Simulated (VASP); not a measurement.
The system is HfO2.

```
Hf O
1.0
     4.81353    0.00000    0.00000
     0.00000    4.81353    0.00000
     0.00000    0.00000    3.20542
Hf O
2 4
Direct
  0.50000 0.50000 0.50000
  0.00000 0.00000 0.00000
  0.80504 0.19496 0.50000
  0.69496 0.69496 0.00000
  0.30504 0.30504 0.00000
  0.19496 0.80504 0.50000
```

Measurements of this composition are mostly on another form, of space group No. 14.

* Program: VASP 6.6.1
* Task: relaxation of cell and atoms
* Functional: BLYP
* Dispersion: D4
* Potentials or basis: VASP PAW PBE potentials, release 64 (Hf_pv, O)
* Cutoff: 600 eV
* k mesh: 6 × 6 × 8
* Occupations: fermi-dirac, width 0.05 eV
* Spin: no spin polarisation

At the start: pressure 6.1 GPa; volume 12.38 Å³/atom.

Q: How do energy, volume and symmetry change on relaxing?

A: Over 8 steps the energy falls by 6.2 meV/atom and the volume is 12.71 Å³/atom (+2.7 %); space group P4_2/mnm (No. 136, to 0.05 Å).

Step by step:
```
step  energy change (eV)  largest force (eV/Å)  pressure (GPa)  volume (Å³)
   1              0.0000                0.1042            6.13        74.27
   2              0.0574                0.2185           -8.52        79.47
   3             -0.0369                0.0360           -0.14        76.22
   4             -0.0368                0.0318            0.17        76.16
   5             -0.0373                0.0122            0.11        76.24
   6             -0.0373                0.0111            0.11        76.23
   7             -0.0373                0.0008           -0.13        76.32
   8             -0.0374                0.0049           -0.03        76.28
```

Final structure:
```yaml
crystal:
  lattice:
    - [4.85775, 0.00000, 0.00000]
    - [0.00000, 4.85775, 0.00000]
    - [0.00000, 0.00000, 3.23231]
  atoms:
    - { symbol: Hf, position: [0.50000, 0.50000, 0.50000] }
    - { symbol: Hf, position: [0.00000, 0.00000, 0.00000] }
    - { symbol: O, position: [0.80493, 0.19507, 0.50000] }
    - { symbol: O, position: [0.69507, 0.69507, 0.00000] }
    - { symbol: O, position: [0.30493, 0.30493, 0.00000] }
    - { symbol: O, position: [0.19507, 0.80493, 0.50000] }
```

Caveat: the PAW data sets were made with another functional, which shifts forces and pressure a little.
